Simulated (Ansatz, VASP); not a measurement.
## One calculation of TePb, two programs

Contents of INCAR:

```
SYSTEM = TePb
PREC = Accurate ; ENCUT = 520
EDIFF = 1E-6 ; ISMEAR = 0
SIGMA = 0.02 ; LREAL = .False.
LASPH = .True. ; NELM = 100
ALGO = Normal ; ISIF = 2
LWAVE = .False. ; LCHARG = .True.
GGA = PE ; LELF = .True.
LVHAR = .True. ; NBANDS = 17
```

KPOINTS

```
regular mesh
0
Gamma
  8 8 8
  0 0 0
```

File POSCAR:

```
TePb
1.0
    0.0000000000      3.3921248232      3.3921248232
    3.3921248232      0.0000000000      3.3921248232
    3.3921248232      3.3921248232      0.0000000000
Te Pb
1 1
Direct
    0.5000000000      0.5000000000      0.5000000000
    0.0000000000      0.0000000000      0.0000000000
```

Input for Ansatz:

```yaml
crystal:
  lattice:
    - [0.0, 3.3921248232, 3.3921248232]
    - [3.3921248232, 0.0, 3.3921248232]
    - [3.3921248232, 3.3921248232, 0.0]
  atoms:
    - { symbol: Te, position: [0.5, 0.5, 0.5] }
    - { symbol: Pb, position: [0.0, 0.0, 0.0] }
basis:
  ecutwfc: 420
kpoints:
  mp_grid: { grid: [8, 8, 8] }
hamiltonian:
  xc: pbe
scf:
  occupations: { method: gaussian, width: 0.02 }
output:
  forces: true
  stress: true
  eigenvalues: true
```

Alike in both runs: task single point; functional PBE; k mesh 8 × 8 × 8; occupations gaussian, width 0.02 eV; no spin polarisation.

|  | VASP | Ansatz |
| --- | --- | --- |
| version | VASP 6.6.1 | Ansatz 0.2.0 |
| potentials or method | VASP PAW PBE potentials, release 64 (Te, Pb_d) | scalar-relativistic, plane waves, PAW |
| plane-wave cutoff (eV) | 520 | 420 |
| valence electrons in the cell | 20 | 30 |

```tsv
	VASP	Ansatz	Ansatz less VASP
gap on the k mesh at the Fermi level (eV)	0.97	0.97	-0.003
least direct gap on the mesh (eV)	0.97	0.97	-0.003
pressure (GPa)	-3.0	-3.0	+0.04
```

The functional is the same, so the differences come from potentials, cutoffs and numerics. The two sets of potentials don't hold the same shells in valence.

Caveats: spin-orbit coupling is left out, which as a rule narrows the gap of such compounds by several tenths of an eV. A k mesh can miss the band edges.
